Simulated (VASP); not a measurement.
Runs of VASP 6.6.1 on PbF2 (Fluorocronite). The structure is cubic, space group Fm-3m (No. 225). The conventional cell has a = 5.927 Å, b = 5.927 Å, c = 5.927 Å, α = 90.00°, β = 90.00°, γ = 90.00°. Around Pb (site symmetry m-3m) lie 8 F at 2.57 Å. Around F (site symmetry -43m) lie 4 Pb at 2.57 Å. 

```tsv
task	level	potentials or basis	spin	cell	k mesh	cutoff (eV)	gap on the mesh (eV)	pressure (GPa)
relaxation of cell and atoms	PBEsol	VASP PAW PBE potentials, release 64 (Pb_d, F)	off	relaxed	8 × 8 × 8	600	4.30	0.0
band structure	LDA	VASP PAW LDA potentials, release 64 (Pb_d, F)	off	Fm-3m, 17.05 Å³/atom	8 × 8 × 8	520	(a)	(b)
band structure	TB-mBJ	VASP PAW PBE potentials, release 64 (Pb_d, F)	off	Fm-3m, 17.05 Å³/atom	8 × 8 × 8	520	5.86	-
band structure	r2SCAN	VASP PAW PBE potentials, release 64 (Pb_d, F)	off	Fm-3m, 17.05 Å³/atom	8 × 8 × 8	520	4.93	1.1
```

Alike in all rows: smearing gaussian 0.03 eV.

Q: Fill in the values left out.

A: (a) 4.22; (b) -3.3.

Caveats: spin-orbit coupling is left out, which as a rule narrows the gap of such compounds by several tenths of an eV; the PAW data sets were made with another functional, which shifts forces and pressure a little (some runs).

A k mesh can miss the band edges, and the runs leave out spin-orbit coupling on Pb.

Runs at the PBE level aren't shown here.
